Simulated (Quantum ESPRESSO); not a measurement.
A calculation with Quantum ESPRESSO 7.5 of PbS (native input, structure typed inline):

pw.in

```
&CONTROL
  calculation = 'scf'
  prefix = 'pwscf'
  outdir = './tmp'
  pseudo_dir = './pseudo'
  tprnfor = .true.
  tstress = .true.
  disk_io = 'low'
/
&SYSTEM
  ibrav = 0
  nat = 2
  ntyp = 2
  ecutwfc = 55
  ecutrho = 440
  nbnd = 16
  occupations = 'smearing'
  smearing = 'fd'
  degauss = 0.00367493
/
&ELECTRONS
  conv_thr = 4d-10
  electron_maxstep = 120
  mixing_beta = 0.5
/
ATOMIC_SPECIES
Pb   207.2000 Pb.pbe-dn-kjpaw_psl.0.2.2.UPF
S     32.0600 s_pbe_v1.4.uspp.F.UPF
CELL_PARAMETERS angstrom
   2.1126617058    1.2197458045    3.4519162518
  -2.1126617058    1.2197458045    3.4519162518
   0.0000000000   -2.4394916091    3.4519162518
ATOMIC_POSITIONS crystal
Pb     0.9805657800    0.9805657800    0.9805657800
S      0.4750355500    0.4750355500    0.4750355500
K_POINTS automatic
8 8 8 0 0 0
```

File pp_density.in:

```
&INPUTPP
  prefix = 'pwscf'
  outdir = './tmp'
  filplot = 'density.dat'
  plot_num = 0
/
&PLOT
  nfile = 1
  filepp(1) = 'density.dat'
  iflag = 3
  output_format = 6
  fileout = 'density.cube'
/
```

The input pp_potential.in:

```
&INPUTPP
  prefix = 'pwscf'
  outdir = './tmp'
  filplot = 'potential.dat'
  plot_num = 11
/
&PLOT
  nfile = 1
  filepp(1) = 'potential.dat'
  iflag = 3
  output_format = 6
  fileout = 'potential.cube'
/
```

Potentials or basis: SSSP 1.3 efficiency PBE.

Run with:

```sh
$ OMP_NUM_THREADS=1 pw.x -in pw.in > pw.out
$ OMP_NUM_THREADS=1 pp.x -in pp_density.in > pp_density.out
$ OMP_NUM_THREADS=1 pp.x -in pp_potential.in > pp_potential.out
```

The cell is a database's computed one.

Q: Write the same calculation in another form: ASE script, structure from a POSCAR.

A: As run:

The input run.py:

```python
import numpy as np
from ase.calculators.espresso import Espresso, EspressoProfile
from ase.io import read

atoms = read('POSCAR')

input_data = {
    'control': {'calculation': 'scf', 'prefix': 'pwscf', 'outdir': './tmp', 'tprnfor': True, 'tstress': True, 'disk_io': 'nowf'},
    'system': {'ecutwfc': 55.0, 'ecutrho': 440.0, 'nbnd': 16, 'occupations': 'smearing', 'smearing': 'fd', 'degauss': 0.00367493},
    'electrons': {'conv_thr': 4e-10, 'electron_maxstep': 120, 'mixing_beta': 0.5},
}
pseudopotentials = {'Pb': 'Pb.pbe-dn-kjpaw_psl.0.2.2.UPF', 'S': 's_pbe_v1.4.uspp.F.UPF'}
profile = EspressoProfile(command='pw.x', pseudo_dir='pseudo')
dft = Espresso(profile=profile, input_data=input_data, pseudopotentials=pseudopotentials, kpts=(8, 8, 8), koffset=(0, 0, 0))
atoms.calc = dft

print(f'energy {atoms.get_potential_energy():.8f} eV')
print('forces (eV/A)')
print(np.round(atoms.get_forces(), 6))
print('stress (eV/A^3, Voigt)')
print(np.round(atoms.get_stress(), 8))
print(f'Fermi level {dft.get_fermi_level():.4f} eV')
```

The input POSCAR:

```
PbS
1.0
    2.1126617058      1.2197458045      3.4519162518
   -2.1126617058      1.2197458045      3.4519162518
    0.0000000000     -2.4394916091      3.4519162518
Pb S
1 1
Direct
    0.9805657800      0.9805657800      0.9805657800
    0.4750355500      0.4750355500      0.4750355500
```

Potentials or basis: SSSP 1.3 efficiency PBE.

The run is started by

```sh
$ OMP_NUM_THREADS=1 python run.py
```

Both were run:

|  | native input, structure typed inline | ASE script, structure from a POSCAR |
| --- | --- | --- |
| Pressure | 0.9 GPa | 0.9 GPa |
| Largest force | 0.021 eV/Å | 0.021 eV/Å |
| Band gap on the k mesh | 0.47 eV, direct | 0.47 eV, direct |

Keys that steer only the numerical path or the files written may differ.

Caveat: spin-orbit coupling is left out, which as a rule narrows the gap of such compounds by several tenths of an eV.
